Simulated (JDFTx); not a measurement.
Crystal: LiF (Griceite).

```
CELL_PARAMETERS angstrom
0.00000 2.01400 2.01400
2.01400 0.00000 2.01400
2.01400 2.01400 0.00000
ATOMIC_POSITIONS crystal
F 0.50000 0.50000 0.50000
Li 0.00000 0.00000 0.00000
```

Base run:

```yaml
Program: JDFTx 1.7.0 (patched build)
Functional: SCAN
Potentials_or_basis: SG15-PBE-1.2
Cutoff: 1088 eV
Density_cutoff: 8708 eV
k_mesh: 11 × 11 × 11
Occupations: fermi-dirac, width 0.05 eV
Spin: no spin polarisation
```

Its results: band gap on the k mesh 10.01 eV, direct; pressure -2.4 GPa.

Q: The run is repeated on the same cell with these changes: functional from SCAN to r2SCAN. What comes out?

A: Band gap on the k mesh 10.10 eV, direct; pressure -1.9 GPa.

Caveats: the potentials were made for another functional, which shifts forces and pressure; an odd mesh through Γ misses points on the zone boundary, where band edges often lie.

Not every run made on this cell is shown here.
